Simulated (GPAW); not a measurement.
Crystal: ZrS2.

```xyz
3
Lattice="3.6914 0.0000 0.0000 -1.8457 3.1968 0.0000 0.0000 0.0000 6.0411" Properties=species:S:1:pos:R:3 pbc="T T T"
Zr    0.0000    0.0000    0.0000
S     0.0000    2.1312    1.4372
S     1.8457    1.0656    4.6038
```

The cell is a database's computed one.

```yaml
Program: GPAW 26.7.0
Task: relaxation of cell and atoms
Functional: PBEsol
Potentials_or_basis: PAW data sets generated in the run's folder for this functional
Cutoff: 600 eV
Basis: pw
k_mesh: 6 × 6 × 3
Occupations: fermi-dirac, width 0.05 eV
Spin: no spin polarisation
```

At the start: pressure -2.7 GPa; volume 23.76 Å³/atom.

Question: Where does the relaxation end?

Answer: Over 39 steps the energy falls by 8.1 meV/atom and the volume is 22.41 Å³/atom (-5.7 %); space group P-3m1 (No. 164, to 0.05 Å).

Step by step:
| step | energy change (eV) | largest force (eV/Å) | pressure (GPa) | volume (Å³) |
| --- | --- | --- | --- | --- |
| 1 | 0.0000 | 0.1816 | -2.74 | 71.29 |
| 2 | -0.0053 | 0.1198 | -2.30 | 71.00 |
| 3 | -0.0123 | 0.0083 | -1.48 | 70.47 |
| 4 | -0.0165 | 0.1270 | -0.43 | 69.80 |
| 5 | -0.0167 | 0.2373 | 0.55 | 69.12 |
| 6 | -0.0171 | 0.2277 | 0.49 | 69.14 |
| 7 | -0.0177 | 0.2092 | 0.40 | 69.16 |
| 8 | -0.0185 | 0.1827 | 0.26 | 69.20 |
| 9 | -0.0194 | 0.1498 | 0.09 | 69.24 |
| 10 | -0.0202 | 0.1125 | -0.10 | 69.28 |
| 11 | -0.0207 | 0.0733 | -0.29 | 69.31 |
| 12 | -0.0211 | 0.0358 | -0.46 | 69.32 |
| 13 | -0.0213 | 0.0009 | -0.60 | 69.30 |
| 14 | -0.0215 | 0.0269 | -0.68 | 69.24 |
| 15 | -0.0217 | 0.0435 | -0.68 | 69.13 |
| 16 | -0.0220 | 0.0459 | -0.58 | 68.96 |
| 17 | -0.0223 | 0.0322 | -0.38 | 68.73 |
| 18 | -0.0224 | 0.0033 | -0.08 | 68.46 |
| 19 | -0.0221 | 0.0317 | 0.24 | 68.17 |
| 20 | -0.0222 | 0.0302 | 0.23 | 68.18 |
| 21 | -0.0222 | 0.0273 | 0.20 | 68.19 |
| 22 | -0.0223 | 0.0232 | 0.16 | 68.20 |
| 23 | -0.0224 | 0.0181 | 0.12 | 68.22 |
| 24 | -0.0225 | 0.0127 | 0.07 | 68.24 |
| 25 | -0.0226 | 0.0072 | 0.02 | 68.26 |
| 26 | -0.0227 | 0.0023 | -0.04 | 68.28 |
| 27 | -0.0228 | 0.0017 | -0.09 | 68.30 |
| 28 | -0.0229 | 0.0040 | -0.13 | 68.31 |
| 29 | -0.0231 | 0.0034 | -0.16 | 68.31 |
| 30 | -0.0232 | 0.0008 | -0.17 | 68.30 |
| 31 | -0.0233 | 0.0089 | -0.16 | 68.27 |
| 32 | -0.0234 | 0.0201 | -0.12 | 68.22 |
| 33 | -0.0235 | 0.0313 | -0.08 | 68.14 |
| 34 | -0.0236 | 0.0384 | -0.05 | 68.06 |
| 35 | -0.0238 | 0.0377 | -0.05 | 67.96 |
| 36 | -0.0239 | 0.0281 | -0.09 | 67.85 |
| 37 | -0.0241 | 0.0132 | -0.14 | 67.70 |
| 38 | -0.0243 | 0.0025 | -0.14 | 67.50 |
| 39 | -0.0243 | 0.0037 | -0.04 | 67.23 |

Final structure:
```
Zr S
1.0
     3.62756    0.00000    0.00000
    -1.81378    3.14156    0.00000
     0.00000    0.00000    5.89933
Zr S
1 2
Direct
  0.00000 0.00000 0.00000
  0.33333 0.66667 0.24574
  0.66667 0.33333 0.75426
```

Caveat: later steps reuse the first step's grids; this functional lacks dispersion, which binds the layers, so the pressure and a relaxed spacing across them are unreliable.
